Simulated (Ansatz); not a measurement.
## What a change of settings does to a run on N

The geometry is COD entry 1539196, unchecked; take it as a test cell.

First run: DFT, PBE, all-electron LAPW, non-relativistic (Ansatz 0.2.0).

Command: `ansatz run input.yaml --threads 1 --pin off --max-ram 2048MiB --backend cpu --events-out ev --progress --plain --runs-dir out` The run took 3.9 s on 1 thread of Arm Neoverse V1, with other jobs on the host, peak memory 0.22 GiB.

```yaml
crystal:
  lattice:
    - [3.6290016496, 0.0, 0.0]
    - [-1.8145008248, 3.142807619, 0.0]
    - [0.0, 0.0, 5.89]
  atoms:
    - { symbol: "N", position: [0.3333333333, 0.6666666667, 0.25] }
    - { symbol: "N", position: [0.6666666667, 0.3333333333, 0.75] }
kpoints:
  mp_grid: { grid: [10, 10, 5] }
  band_path:
    path:
      - [0.0, 0.0, 0.0]
      - [0.5, 0.0, 0.0]
      - [0.3333333333, 0.3333333333, 0.0]
      - [0.0, 0.0, 0.0]
      - [0.0, 0.0, 0.5]
      - [0.5, 0.0, 0.5]
      - [0.3333333333, 0.3333333333, 0.5]
      - [0.0, 0.0, 0.5]
      - [0.5, 0.0, 0.5]
    npoints: 5
scf:
  occupations: { method: fermi_dirac, width: 0.02 }
hamiltonian:
  xc: pbe
  pseudopotentials:
    kind: all_electron
    lapw: { basis_error: 0.0005 }
    relativity: none
output:
  forces: true
  stress: true
  eigenvalues: true
```

Result: converged; pressure -7.21 GPa; no gap on the k mesh; 6 SCF iterations.

A second input differs as follows:

```diff
@@ -23,4 +23,5 @@
 scf:
   occupations: { method: fermi_dirac, width: 0.02 }
+  max_iter: 75
 hamiltonian:
   xc: pbe
@@ -29,4 +30,5 @@
     lapw: { basis_error: 0.0005 }
     relativity: none
+  hubbard: { sites: [{ species: "N", l: p, u_eff: -5.0 }] }
 output:
   forces: true
```

What is wrong with it, and what does the program do?

The fault is an enormous or negative U. The run converged; pressure -7.21 GPa; no gap on the k mesh; 8 SCF iterations. Such numbers aren't properties of the crystal. The log ends:
```
  max |Σ_I F_I| component: 2.31e-18 eV/Å
--- Stress (GPa, compression-positive) ---
       -7.199070      -0.000000       0.000000
       -0.000000      -7.199070       0.000000
        0.000000       0.000000      -7.225080
  P = ⅓ Tr σ = -7.2077 GPa (-72.077 kbar)
--- Band table (eV; the first three rows and the last of 42) ---
  k-point 0: bands = ["-16.1036", "-15.7783", "-5.0994", "-3.8931", "-3.8931", "-3.7602", "-3.7602", "-3.7455", "2.9014"]
  k-point 1: bands = ["-16.0741", "-15.8111", "-4.9862", "-3.8975", "-3.8805", "-3.8805", "-3.7730", "-3.7730", "3.1536"]
  k-point 2: bands = ["-15.9953", "-15.8949", "-4.6778", "-4.2659", "-3.8474", "-3.8474", "-3.8063", "-3.8063", "3.8244"]
  k-point 41: bands = ["-15.7195", "-15.7069", "-4.7931", "-4.7921", "-4.5296", "-4.4079", "-3.9704", "-3.9305", "7.0469"]
Occupation matrices written to <dir>
```
